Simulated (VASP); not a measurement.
# Hf (Im-3m) in VASP: single point with LDA

Aim: the single point of Hf with LDA.

All numbers are computed with VASP 6.6.1; they aren't measurements. Logs are shortened: lines on timing, memory, paths and dates and some standing lists are left out, and cuts for length are marked.

**1. The structure**

The structure is cubic, space group Im-3m (No. 229). Conventional cell: a = 3.451 Å, b = 3.451 Å, c = 3.451 Å, α = 90.00°, β = 90.00°, γ = 90.00°. Hf (site symmetry m-3m) is surrounded by 8 Hf at 2.99 Å.

The cell was built by a generator and needn't be a form met in nature.

**2. Single point, LDA**

INCAR reads:

```
SYSTEM = Hf
PREC = Accurate
ENCUT = 520
EDIFF = 1E-6
ISMEAR = -1
SIGMA = 0.13605693000000002
LREAL = .FALSE.
LASPH = .TRUE.
NELM = 60
ALGO = Normal
ISIF = 2
LWAVE = .FALSE.
LCHARG = .TRUE.
LELF = .TRUE.
LVHAR = .TRUE.
NBANDS = 11
```

KPOINTS reads:

```
regular mesh
0
G
  13 13 13
  0 0 0
```

POSCAR reads:

```
Hf
1.0
   -1.7255651722      1.7255651722      1.7255651722
    1.7255651722     -1.7255651722      1.7255651722
    1.7255651722      1.7255651722     -1.7255651722
Hf
1
Direct
    0.0000000000      0.0000000000      0.0000000000
```

Potentials or basis: VASP PAW LDA potentials, release 64 (Hf_pv).

On the command line:

```
$ cat potpaw_LDA.64/Hf_pv/POTCAR > POTCAR
$ mpirun -np 1 vasp_std > vasp.out
```

OUTCAR:

```text
SYSTEM = Hf
   PREC = Accurate
   ENCUT = 520
   EDIFF = 1E-6
   ISMEAR = -1
   LREAL = .FALSE.
   LASPH = .TRUE.
   NELM = 60
   ISIF = 2

 ion  position               nearest neighbor table
   1  0.000  0.000  0.000-

  LATTYP: Found a body centered cubic cell.
 ALAT       =     3.4511303444

  Lattice vectors:

 A1 = (  -1.7255651722,   1.7255651722,   1.7255651722)
 A2 = (   1.7255651722,  -1.7255651722,   1.7255651722)
 A3 = (   1.7255651722,   1.7255651722,  -1.7255651722)

Analysis of symmetry for initial positions (statically):
=====================================================================
 Subroutine PRICEL returns:
 Original cell was already a primitive cell.

 Routine SETGRP: Setting up the symmetry group for a
 body centered cubic supercell.

 Subroutine GETGRP returns: Found 48 space group operations
 (whereof 48 operations were pure point group operations)
 out of a pool of 48 trial point group operations.

The static configuration has the point symmetry O_h .

Analysis of symmetry for dynamics (positions and initial velocities):
=====================================================================
 Subroutine PRICEL returns:
 Original cell was already a primitive cell.

 Routine SETGRP: Setting up the symmetry group for a
 body centered cubic supercell.

 Subroutine GETGRP returns: Found 48 space group operations
 (whereof 48 operations were pure point group operations)
 out of a pool of 48 trial point group operations.

The dynamic configuration has the point symmetry O_h .

 Subroutine INISYM returns: Found 48 space group operations
 (whereof 48 operations are pure point group operations),
 and found     1 'primitive' translations

----------------------------------------------------------------------------------------

                                     Primitive cell

  volume of cell :      20.5520

  direct lattice vectors                    reciprocal lattice vectors
    -1.725565172  1.725565172  1.725565172     0.000000000  0.289760137  0.289760137
     1.725565172 -1.725565172  1.725565172     0.289760137  0.000000000  0.289760137
     1.725565172  1.725565172 -1.725565172     0.289760137  0.289760137  0.000000000

  length of vectors
     2.988766550  2.988766550  2.988766550     0.409782715  0.409782715  0.409782715

  position of ions in fractional coordinates (direct lattice)
     0.000000000  0.000000000  0.000000000

  ion indices of the primitive-cell ions
   primitive index   ion index
                 1           1

----------------------------------------------------------------------------------------

 KPOINTS: regular mesh

Automatic generation of k-mesh.
 Grid dimensions read from file:
 generate k-points for:   13   13   13

 Generating k-lattice:

  Cartesian coordinates                     Fractional coordinates (reciprocal lattice)
     0.000000000  0.022289241  0.022289241     0.076923077  0.000000000  0.000000000
     0.022289241  0.000000000  0.022289241     0.000000000  0.076923077  0.000000000
     0.022289241  0.022289241  0.000000000     0.000000000  0.000000000  0.076923077

  Length of vectors
     0.031521747  0.031521747  0.031521747

  Shift w.r.t. Gamma in fractional coordinates (k-lattice)
     0.000000000  0.000000000  0.000000000

 Subroutine IBZKPT returns following result:
 ===========================================

 Found     84 irreducible k-points:

 Following reciprocal coordinates:
            Coordinates               Weight
  0.000000  0.000000  0.000000      1.000000
  0.076923  0.000000  0.000000     12.000000
  0.153846  0.000000  0.000000     12.000000
  0.230769  0.000000  0.000000     12.000000
  0.307692  0.000000  0.000000     12.000000
  0.384615  0.000000  0.000000     12.000000
[... 16 lines left out ...]
  0.153846  0.076923  0.076923     24.000000
  0.230769  0.076923  0.076923     24.000000
 [... further k-points ...]
   k-points           NKPTS =     84   k-points in BZ     NKDIM =     84   number of bands    NBANDS=     11
   number of dos      NEDOS =    301   number of ions     NIONS =      1
   total plane-waves  NPLWV =  13824
   dimension x,y,z NGX =    24 NGY =   24 NGZ =   24
   dimension x,y,z NGXF=    48 NGYF=   48 NGZF=   48
   ions per type =               1
   NGX,Y,Z   is equivalent  to a cutoff of  13.35, 13.35, 13.35 a.u.
   NGXF,Y,Z  is equivalent  to a cutoff of  26.70, 26.70, 26.70 a.u.
 SYSTEM =  Hf
   PREC   = accura    normal or accurate (medium, high low for compatibility)
   ISTART =      0    job   : 0-new  1-cont  2-samecut
   ICHARG =      2    charge: 1-file 2-atom 10-const
   ISPIN  =      1    spin polarized calculation?
   LNONCOLLINEAR =      F non collinear calculations
   LSORBIT =      F    spin-orbit coupling
   LASPH  =      T    aspherical Exc in radial PAW
   ENCUT  =  520.0 eV  38.22 Ry    6.18 a.u.   5.56  5.56  5.56*2*pi/ulx,y,z
   NELM   =     60;   NELMIN=  2; NELMDL= -5     # of ELM steps
   EDIFF  = 0.1E-05   stopping-criterion for ELM
   LREAL  =      F    real-space projection
   EDIFFG = 0.1E-04   stopping-criterion for IOM
   NSW    =      0    number of steps for IOM
   IBRION =     -1    ionic relax: 0-MD 1-quasi-New 2-CG
   NFREE  =      0    steps in history (QN), initial steepest desc. (CG)
   ISIF   =      2    stress and relaxation
   ISYM   =      2    0-nonsym 1-usesym 2-fastsym
   POTIM  = 0.5000    time-step for ionic-motion
   TEBEG  =    0.0;   TEEND  =   0.0 temperature during run
   PSTRESS=    0.0 pullay stress
   NELECT =      10.0000    total number of electrons
   NUPDOWN=      -1.0000    fix difference up-down
   EMIN   =  10.00;   EMAX   =-10.00  energy-range for DOS
   EFERMI =   0.00;   METHOD = LEGACY
   ISMEAR =    -1;   SIGMA  =   0.14  broadening in eV -4-tet -1-fermi 0-gaus
   EFERMI_NEDOS =   21; number of points for ismear=-14 and -15
   IALGO  =     38    algorithm
   IMIX   =      4    mixing-type and parameters
     AMIX     =   0.40;   BMIX     =  1.00
     AMIX_MAG =   1.60;   BMIX_MAG =  1.00
  volume/ion in A,a.u.               =      20.55       138.69
  Fermi-wavevector in a.u.,A,eV,Ry     =   1.287627  2.433263 22.558238  1.657984
  Thomas-Fermi vector in A             =   2.419630
   LORBIT       =      0    0 simple, 1 ext, 2 COOP (PROOUT), +10 PAW based schemes
   GGA     = CA    functional components
   LHFCALC =     F    Hartree Fock is set to
   AEXX    =    0.0000 exact exchange contribution
   IVDW    =     0    specifies the selected vdW correction
   LEPSILON=     F    determine dielectric tensor
   LRPA    =     F    only Hartree local field effects (RPA)
 non-spin polarized calculation
  energy-cutoff  :      520.00
  volume of cell :       20.55
 maximum number of plane-waves:       572
   NGX = 11   NGY = 11   NGZ = 11

 number of electron      10.0000000 magnetization

 Free energy of the ion-electron system (eV)
  ---------------------------------------------------
  ext. energy  EPLUGINS =         0.00000000
  ---------------------------------------------------
  free energy    TOTEN  =       -10.59952177 eV

  energy without entropy =      -10.49554957  energy(sigma->0) =      -10.54753567

 E-fermi :   5.0347     XC(G=0): -11.8592

 val. band max:        5.0260195287   @ k =  -0.4615   0.4615   0.1538
 cond. band min:       5.0405353090   @ k =  -0.3077  -0.4615   0.0769
 fundamental gap:      0.0145157803
 Fermi energy:         5.0347154063

 k-point     1 :       0.0000    0.0000    0.0000
  band No.  band energies     occupation
      1     -24.2958      2.00000
      2     -24.2958      2.00000
      3     -24.2958      2.00000
      4      -2.1880      2.00000
      5       6.5503      0.00003
      6       6.5503      0.00003
      7       6.5503      0.00003
      8       9.5989      0.00000
      9       9.5989      0.00000
     10      17.6742      0.00000
     11      18.8215      0.00000

 k-point     2 :       0.0769    0.0000    0.0000
  band No.  band energies     occupation
      1     -24.3649      2.00000
      2     -24.3168      2.00000
      3     -24.2962      2.00000
      4      -1.9445      2.00000
      5       6.3803      0.00010
      6       6.4849      0.00005
      7       6.7911      0.00000
      8       9.3259      0.00000
      9       9.5950      0.00000
     10      17.6741      0.00000
     11      19.0570      0.00000

 k-point     3 :       0.1538    0.0000    0.0000
  band No.  band energies     occupation
      1     -24.5522      2.00000
      2     -24.3744      2.00000
      3     -24.2974      2.00000
      4      -1.2606      2.00000
      5       5.9491      0.00241
      6       6.1871      0.00042
      7       7.5009      0.00000
      8       8.9585      0.00000
      9       9.6139      0.00000
     10      17.6735      0.00000
     11      19.5357      0.00000

 k-point     4 :       0.2308    0.0000    0.0000
  band No.  band energies     occupation
      1     -24.8065      2.00000
      2     -24.4545      2.00000
      3     -24.2992      2.00000
      4      -0.2878      2.00000
      5       5.4174      0.11328
      6       5.6792      0.01738
      7       8.6395      0.00000
      8       8.9902      0.00000
      9       9.7169      0.00000
     10      17.6715      0.00000
     11      19.3859      0.00000

 k-point     5 :       0.3077    0.0000    0.0000
  band No.  band energies     occupation
      1     -25.0654      2.00000
      2     -24.5383      2.00000
      3     -24.3011      2.00000
      4       0.6730      2.00000
      5       4.9239      1.38627
      6       5.4128      0.11697
      7       9.2906      0.00000
      8       9.9409      0.00000
      9      10.1273      0.00000
     10      17.6638      0.00000
     11      18.2166      0.00000
[... 211 lines left out ...]
 k-point    21 :       0.3077    0.3077    0.0000
  band No.  band energies     occupation
      1     -25.1414      2.00000
      2     -24.9720      2.00000
      3     -24.4340      2.00000
      4       3.2189      2.00000
      5       4.3629      1.98576
      6       4.8218      1.65411
      7       9.8412      0.00000
      8      10.2889      0.00000
      9      13.5042      0.00000
     10      15.8995      0.00000
     11      17.6928      0.00000

 k-point    22 :       0.0769    0.0769    0.0769
  band No.  band energies     occupation
      1     -24.6779      2.00000
      2     -24.3441      2.00000
      3     -24.3441      2.00000
      4      -0.8339      2.00000
      5       5.7059      0.01431
      6       5.7059      0.01431
      7       8.2362      0.00000
      8       9.3291      0.00000
      9       9.3291      0.00000
     10      17.6729      0.00000
     11      19.7108      0.00000

 k-point    23 :       0.1538    0.0769    0.0769
  band No.  band energies     occupation
      1     -24.8896      2.00000
      2     -24.4296      2.00000
      3     -24.3505      2.00000
      4       0.1183      2.00000
      5       5.1745      0.52729
      6       5.2291      0.38654
      7       9.2373      0.00000
      8       9.5183      0.00000
      9       9.6977      0.00000
     10      17.6706      0.00000
     11      19.9949      0.00000

 k-point    24 :       0.2308    0.0769    0.0769
  band No.  band energies     occupation
      1     -25.0897      2.00000
      2     -24.5372      2.00000
      3     -24.3573      2.00000
      4       1.1181      2.00000
      5       4.7325      1.80432
      6       4.9749      1.21645
      7       9.4433      0.00000
      8      10.0308      0.00000
      9      11.0321      0.00000
     10      17.6589      0.00000
     11      18.7571      0.00000

 [... further k-points ...]

------------------------ aborting loop because EDIFF is reached ----------------------------------------

  FORCE on cell =-STRESS in cart. coord.  units (eV):
  Direction    XX          YY          ZZ          XY          YZ          ZX
  --------------------------------------------------------------------------------------
  -------------------------------------------------------------------------------------
  Total       -0.0159662     -0.0159662     -0.0159662     -0.0000000     -0.0000000      0.0000000
  in kB       -1.2446811     -1.2446811     -1.2446811     -0.0000000     -0.0000000      0.0000000
  external PRESSURE =      -1.2446811 kB  Pullay stress =       0.0000000 kB

 VOLUME and BASIS-vectors are now :
 -----------------------------------------------------------------------------
  energy-cutoff  :      520.00
  volume of cell :       20.55
      direct lattice vectors                 reciprocal lattice vectors
    -1.725565172  1.725565172  1.725565172     0.000000000  0.289760137  0.289760137
     1.725565172 -1.725565172  1.725565172     0.289760137  0.000000000  0.289760137
     1.725565172  1.725565172 -1.725565172     0.289760137  0.289760137  0.000000000

 POSITION                                       TOTAL-FORCE (eV/Angst)
 -----------------------------------------------------------------------------------
      0.00000      0.00000      0.00000        -0.000000     -0.000000      0.000000
 -----------------------------------------------------------------------------------
    total drift:                                0.000000      0.000000      0.000000

  FREE ENERGIE OF THE ION-ELECTRON SYSTEM (eV)
  ---------------------------------------------------
  free  energy   TOTEN  =       -10.5995217683 eV

  energy  without entropy=      -10.4955495731  energy(sigma->0) =      -10.54753567
```

Run time: 5.2 s. Hardware: 1 thread of Intel Xeon 6975P-C (Granite Rapids), shared host; peak memory 0.14 GiB.

Results:

* Free energy: -10.5995 eV
* Pressure: -0.1 GPa
* Band gap on the k mesh: none (metal or under the smearing width)

The run has no spin-orbit coupling, so splittings on Hf are missing.
